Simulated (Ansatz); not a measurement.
**Mo: a tetragonal deformation path, part 1 of 2**

Aim: for Mo, follow a tetragonal deformation at fixed volume.

The COD entry's cell or inner coordinates are ideal or old and differ from later refinements, so a difference from it is no clean test against experiment.

Computed with Ansatz 0.2.0 (DFT PBEsol, scalar-relativistic, plane waves, PAW, unless a step's input says otherwise).

## Step 1: Starting point

Symmetry: Im-3m, No. 229, cubic system. Conventional cell: a = 3.142 Å, b = 3.142 Å, c = 3.142 Å, α = 90.00°, β = 90.00°, γ = 90.00°. Mo (site symmetry m-3m) is surrounded by 8 Mo at 2.72 Å.

Structure file:

```cif
data_structure
_symmetry_space_group_name_H-M 'Im-3m'
_symmetry_Int_Tables_number 229
_cell_length_a 3.1420
_cell_length_b 3.1420
_cell_length_c 3.1420
_cell_angle_alpha 90.000
_cell_angle_beta 90.000
_cell_angle_gamma 90.000
_cell_volume 31.02
loop_
_atom_site_label
_atom_site_type_symbol
_atom_site_symmetry_multiplicity
_atom_site_Wyckoff_symbol
_atom_site_fract_x
_atom_site_fract_y
_atom_site_fract_z
_atom_site_occupancy
Mo1 Mo 2 a 0.00000 0.00000 0.00000 1
```

The cell is taken as given, not relaxed at this level.

## Step 2: The reference cell

The reference gives a free energy of -4897.4716 eV, pressure -3.21 GPa, largest force 0.000 eV/Å and gap on the mesh none (metal). It was computed beforehand with the settings of the runs below.

## Step 3: Next: a tetragonal deformation path

At fixed volume and fractional coordinates, lengths along (0.000, 0.000, 1.000) are scaled against those across it; ρ is that ratio over its starting value.

## Step 4: At ρ = 0.707

Input file input.yaml:

```yaml
crystal:
  lattice:
    - [-1.7634766507, 1.7634766507, 1.2467779921]
    - [1.7634766507, -1.7634766507, 1.2467779921]
    - [1.7634766507, 1.7634766507, -1.2467779921]
  atoms:
    - { symbol: Mo, position: [0.0, 0.0, 0.0] }
basis:
  ecutwfc: 420
kpoints:
  mp_grid: { grid: [24, 24, 24] }
hamiltonian:
  xc: pbesol
scf:
  occupations: { method: gaussian, width: 0.15 }
output:
  forces: true
  stress: true
  eigenvalues: true
```

On the command line:

```bash
ansatz run input.yaml --threads 1 --pin off --max-ram 2560MiB --backend cpu --events-out ev --progress --plain --runs-dir out
```

The log of the run (excerpt; [...] marks lines left out):

```text
Warning: RAYON_NUM_THREADS=1 ignored (pool sized by the plan → 1); use --threads N
[...]
Pseudopotentials: kind: paw
Pseudopotential: Mo, paw, valence charge 14, recommended cutoff 420 eV (normal), Mo.paw.azcp
Functional definition: PBEsol
[...]
Crystal: 1 atoms, lattice volume = 15.509 Å³
Basis set: ecut = 420 eV, 309 PW (Γ), exchange–correlation on 40×40×40 points (8 copies of the dense FFT grid, shifted against one another)
Bands: 11, of which v1, the nominal top of the filled ones, is band 7 counted from 1 (6 counted from 0)
Symmetry: 16 space group operations
Space group: I4/mmm (ITA 139), of the structure as read, at distance tolerance 2.5e-5 Å
k-points: 1063 of 13824
[...]
SCF iter   1: F=—  HF=-4896.862036 eV  |F-HF|=—  |Δ(HF+E_count)|=         —  Δρ=7.06e-3  dr2=4.30e-3  ethr=1.77e-3  ⟨swp⟩=5.0  Hψ=66933  notcnv=0
[...]
SCF iter   6: F=-4896.860607 eV  HF=-4896.860607 eV  |F-HF|=4.87e-10  |Δ(HF+E_count)|=   1.55e-9  Δρ=3.42e-6  dr2=8.49e-10  ethr=1.85e-10  ⟨swp⟩=2.6  Hψ=42173  notcnv=0
[...]
SCF converged after 6 iterations
Free energy (F): -4896.860607 eV
[...]
E sigma→0 (E₀):  -4896.856195 eV
Entropy (-TS):   -0.008824 eV (-8.824 meV/atom)
Fermi energy:    21.226381 eV
[...]
--- Forces (eV/Å), atoms counted from 1 ---
  atom   1  Mo    -0.00000000     0.00000000     0.00000000
[...]
--- Stress (GPa, compression-positive) ---
       -2.447747       0.000000       0.000000
        0.000000      -2.447747       0.000000
        0.000000       0.000000      35.031303
  P = ⅓ Tr σ = 10.0453 GPa (100.453 kbar)
--- Band table (eV; the first three rows and the last of 1063) ---
  k-point 0: bands = ["-39.9968", "-13.3908", "-13.3908", "-12.6393", "13.9652", "17.6384", "19.0996", "22.5472", "22.5472", "24.2620", "34.6601"]
[...]
```

Wall time 12 s (1 thread of Arm Neoverse V1, shared host); peak memory 0.45 GiB.

## Step 5: ρ = 1.414

Changes to input.yaml since step 4:

```diff
@@ -2,5 +2,5 @@
   lattice:
-    - [-1.7634766507, 1.7634766507, 1.2467779921]
-    - [1.7634766507, -1.7634766507, 1.2467779921]
-    - [1.7634766507, 1.7634766507, -1.2467779921]
+    - [-1.3996723452, 1.3996723452, 1.9791366962]
+    - [1.3996723452, -1.3996723452, 1.9791366962]
+    - [1.3996723452, 1.3996723452, -1.9791366962]
   atoms:
```

On the command line:

```bash
ansatz run input.yaml --threads 1 --pin off --max-ram 2560MiB --backend cpu --events-out ev --progress --plain --runs-dir out
```

The log of the run (excerpt; [...] marks lines left out):

```text
[...]
SCF converged after 6 iterations
Free energy (F): -4897.042263 eV
[...]
E sigma→0 (E₀):  -4897.035447 eV
Entropy (-TS):   -0.013633 eV (-13.633 meV/atom)
Fermi energy:    20.720298 eV
[...]
--- Forces (eV/Å), atoms counted from 1 ---
  atom   1  Mo     0.00000000    -0.00000000     0.00000000
[...]
--- Stress (GPa, compression-positive) ---
        0.517230       0.000000       0.000000
        0.000000       0.517230      -0.000000
        0.000000      -0.000000       0.485301
  P = ⅓ Tr σ = 0.5066 GPa (5.066 kbar)
--- Band table (eV; the first three rows and the last of 1063) ---
  k-point 0: bands = ["-39.8788", "-13.1624", "-13.1624", "-13.1622", "13.8691", "19.9724", "19.9724", "19.9743", "22.7725", "22.7751", "33.7382"]
[...]
```

It took 10 s on 1 thread of Arm Neoverse V1, shared host; peak memory 0.45 GiB.

## Step 6: ρ = 0.850

Changes to input.yaml since step 5:

```diff
@@ -2,5 +2,5 @@
   lattice:
-    - [-1.3996723452, 1.3996723452, 1.9791366962]
-    - [1.3996723452, -1.3996723452, 1.9791366962]
-    - [1.3996723452, 1.3996723452, -1.9791366962]
+    - [-1.6584531586, 1.6584531586, 1.4096851848]
+    - [1.6584531586, -1.6584531586, 1.4096851848]
+    - [1.6584531586, 1.6584531586, -1.4096851848]
   atoms:
```

On the command line:

```bash
ansatz run input.yaml --threads 1 --pin off --max-ram 2560MiB --backend cpu --events-out ev --progress --plain --runs-dir out
```

The log of the run (excerpt; [...] marks lines left out):

```text
[...]
SCF converged after 6 iterations
Free energy (F): -4897.233529 eV
[...]
E sigma→0 (E₀):  -4897.228371 eV
Entropy (-TS):   -0.010315 eV (-10.315 meV/atom)
Fermi energy:    21.052633 eV
[...]
--- Forces (eV/Å), atoms counted from 1 ---
  atom   1  Mo    -0.00000000     0.00000000     0.00000000
[...]
--- Stress (GPa, compression-positive) ---
      -12.010111       0.000000       0.000000
        0.000000     -12.010111      -0.000000
        0.000000      -0.000000      23.611259
  P = ⅓ Tr σ = -0.1363 GPa (-1.363 kbar)
--- Band table (eV; the first three rows and the last of 1063) ---
  k-point 0: bands = ["-39.9855", "-13.3000", "-13.3000", "-13.1236", "13.8809", "18.6527", "20.7478", "20.7478", "21.2893", "23.8477", "35.0716"]
[...]
```

Wall time 9.6 s (1 thread of Arm Neoverse V1, shared host); peak memory 0.45 GiB.

## Step 7: Point ρ = 1.200

Changes to input.yaml since step 6:

```diff
@@ -2,5 +2,5 @@
   lattice:
-    - [-1.6584531586, 1.6584531586, 1.4096851848]
-    - [1.6584531586, -1.6584531586, 1.4096851848]
-    - [1.6584531586, 1.6584531586, -1.4096851848]
+    - [-1.4783676014, 1.4783676014, 1.7740411216]
+    - [1.4783676014, -1.4783676014, 1.7740411216]
+    - [1.4783676014, 1.4783676014, -1.7740411216]
   atoms:
```

On the command line:

```bash
ansatz run input.yaml --threads 1 --pin off --max-ram 2560MiB --backend cpu --events-out ev --progress --plain --runs-dir out
```

The log of the run (excerpt; [...] marks lines left out):

```text
Warning: RAYON_NUM_THREADS=1 ignored (pool sized by the plan → 1); use --threads N
[...]
[... 3 set-up lines as earlier in the session ...]
[...]
Crystal: 1 atoms, lattice volume = 15.509 Å³
Basis set: ecut = 420 eV, 305 PW (Γ), exchange–correlation on 40×40×40 points (8 copies of the dense FFT grid, shifted against one another)
Bands: 11, of which v1, the nominal top of the filled ones, is band 7 counted from 1 (6 counted from 0)
[... 2 set-up lines as earlier in the session ...]
k-points: 1063 of 13824
[...]
SCF iter   1: F=—  HF=-4897.217023 eV  |F-HF|=—  |Δ(HF+E_count)|=         —  Δρ=6.42e-3  dr2=3.97e-3  ethr=1.77e-3  ⟨swp⟩=5.0  Hψ=65444  notcnv=0
[...]
SCF iter   6: F=-4897.215472 eV  HF=-4897.215472 eV  |F-HF|=1.64e-11  |Δ(HF+E_count)|=   3.79e-9  Δρ=1.04e-6  dr2=6.18e-11  ethr=3.68e-11  ⟨swp⟩=2.2  Hψ=35903  notcnv=0
[...]
SCF converged after 6 iterations
Free energy (F): -4897.215472 eV
[...]
E sigma→0 (E₀):  -4897.209709 eV
Entropy (-TS):   -0.011525 eV (-11.525 meV/atom)
Fermi energy:    21.067521 eV
[...]
--- Forces (eV/Å), atoms counted from 1 ---
  atom   1  Mo    -0.00000000     0.00000000     0.00000000
[...]
--- Stress (GPa, compression-positive) ---
        9.891986       0.000000      -0.000000
        0.000000       9.891986       0.000000
       -0.000000      -0.000000     -20.100986
  P = ⅓ Tr σ = -0.1057 GPa (-1.057 kbar)
--- Band table (eV; the first three rows and the last of 1063) ---
  k-point 0: bands = ["-39.9768", "-13.2541", "-13.2541", "-13.2309", "13.8689", "19.5200", "19.5200", "21.3022", "21.3356", "23.5278", "34.1819"]
[...]
```

Wall time 9.8 s (1 thread of Arm Neoverse V1, shared host); peak memory 0.45 GiB.

## Step 8: ρ = 0.780

Changes to input.yaml since step 7:

```diff
@@ -2,5 +2,5 @@
   lattice:
-    - [-1.4783676014, 1.4783676014, 1.7740411216]
-    - [1.4783676014, -1.4783676014, 1.7740411216]
-    - [1.4783676014, 1.4783676014, -1.7740411216]
+    - [-1.7066507299, 1.7066507299, 1.3311875693]
+    - [1.7066507299, -1.7066507299, 1.3311875693]
+    - [1.7066507299, 1.7066507299, -1.3311875693]
   atoms:
```

On the command line:

```bash
ansatz run input.yaml --threads 1 --pin off --max-ram 2560MiB --backend cpu --events-out ev --progress --plain --runs-dir out
```

The log of the run (excerpt; [...] marks lines left out):

```text
Warning: RAYON_NUM_THREADS=1 ignored (pool sized by the plan → 1); use --threads N
[...]
[... 3 set-up lines as earlier in the session ...]
[...]
Crystal: 1 atoms, lattice volume = 15.509 Å³
Basis set: ecut = 420 eV, 309 PW (Γ), exchange–correlation on 40×40×40 points (8 copies of the dense FFT grid, shifted against one another)
Bands: 11, of which v1, the nominal top of the filled ones, is band 7 counted from 1 (6 counted from 0)
[... 2 set-up lines as earlier in the session ...]
k-points: 1063 of 13824
[...]
SCF iter   1: F=—  HF=-4897.056830 eV  |F-HF|=—  |Δ(HF+E_count)|=         —  Δρ=5.99e-3  dr2=2.50e-3  ethr=1.77e-3  ⟨swp⟩=5.0  Hψ=66457  notcnv=0
[...]
SCF iter   6: F=-4897.056092 eV  HF=-4897.056092 eV  |F-HF|=6.97e-10  |Δ(HF+E_count)|=   3.75e-9  Δρ=4.05e-6  dr2=1.10e-9  ethr=1.45e-10  ⟨swp⟩=2.2  Hψ=41549  notcnv=0
the search or the solves at the SCF's close seem to have found levels that the self-consistency loop had missed (the run counts 1). By its estimate they hold under 1e-12 electrons; where the run keeps them, the occupations were computed again with them
[...]
SCF converged after 6 iterations
Free energy (F): -4897.056092 eV
[...]
E sigma→0 (E₀):  -4897.051526 eV
Entropy (-TS):   -0.009133 eV (-9.133 meV/atom)
Fermi energy:    21.046637 eV
[...]
--- Forces (eV/Å), atoms counted from 1 ---
  atom   1  Mo    -0.00000000     0.00000000    -0.00000000
[...]
--- Stress (GPa, compression-positive) ---
       -6.075389       0.000000       0.000000
        0.000000      -6.075389      -0.000000
        0.000000      -0.000000      22.990605
  P = ⅓ Tr σ = 3.6133 GPa (36.133 kbar)
--- Band table (eV; the first three rows and the last of 1063) ---
  k-point 0: bands = ["-39.9645", "-13.3209", "-13.3209", "-12.9369", "13.9091", "18.1492", "20.3126", "21.5016", "21.5016", "24.1596", "34.8450"]
[...]
```

It took 16 s on 1 thread of Arm Neoverse V1, shared host; peak memory 0.46 GiB.

## Step 9: At ρ = 1.300

Changes to input.yaml since step 8:

```diff
@@ -2,5 +2,5 @@
   lattice:
-    - [-1.7066507299, 1.7066507299, 1.3311875693]
-    - [1.7066507299, -1.7066507299, 1.3311875693]
-    - [1.7066507299, 1.7066507299, -1.3311875693]
+    - [-1.4394449738, 1.4394449738, 1.871278466]
+    - [1.4394449738, -1.4394449738, 1.871278466]
+    - [1.4394449738, 1.4394449738, -1.871278466]
   atoms:
```

On the command line:

```bash
ansatz run input.yaml --threads 1 --pin off --max-ram 2560MiB --backend cpu --events-out ev --progress --plain --runs-dir out
```

The log of the run (excerpt; [...] marks lines left out):

```text
Warning: RAYON_NUM_THREADS=1 ignored (pool sized by the plan → 1); use --threads N
[...]
[... 3 set-up lines as earlier in the session ...]
[...]
Crystal: 1 atoms, lattice volume = 15.509 Å³
Basis set: ecut = 420 eV, 307 PW (Γ), exchange–correlation on 40×40×40 points (8 copies of the dense FFT grid, shifted against one another)
Bands: 11, of which v1, the nominal top of the filled ones, is band 7 counted from 1 (6 counted from 0)
[... 2 set-up lines as earlier in the session ...]
k-points: 1063 of 13824
[...]
SCF iter   1: F=—  HF=-4897.091946 eV  |F-HF|=—  |Δ(HF+E_count)|=         —  Δρ=5.47e-3  dr2=2.41e-3  ethr=1.77e-3  ⟨swp⟩=4.9  Hψ=65966  notcnv=0
[...]
SCF iter   6: F=-4897.091109 eV  HF=-4897.091109 eV  |F-HF|=8.64e-11  |Δ(HF+E_count)|=  8.79e-10  Δρ=1.56e-6  dr2=1.94e-10  ethr=3.57e-11  ⟨swp⟩=1.7  Hψ=36876  notcnv=0
[...]
SCF converged after 6 iterations
Free energy (F): -4897.091109 eV
[...]
E sigma→0 (E₀):  -4897.084031 eV
Entropy (-TS):   -0.014158 eV (-14.158 meV/atom)
Fermi energy:    20.862283 eV
[...]
--- Forces (eV/Å), atoms counted from 1 ---
  atom   1  Mo    -0.00000000     0.00000000    -0.00000000
[...]
--- Stress (GPa, compression-positive) ---
        6.309587      -0.000000       0.000000
       -0.000000       6.309587       0.000000
        0.000000       0.000000     -10.986083
  P = ⅓ Tr σ = 0.5444 GPa (5.444 kbar)
--- Band table (eV; the first three rows and the last of 1063) ---
  k-point 0: bands = ["-39.9107", "-13.2032", "-13.2032", "-13.1616", "13.8694", "19.6791", "19.6791", "20.6680", "22.0231", "23.3398", "33.8503"]
[...]
```

Run time: 9.9 s. Hardware: 1 thread of Arm Neoverse V1, shared host; peak memory 0.45 GiB.

(Continued in part 2 of 2.)
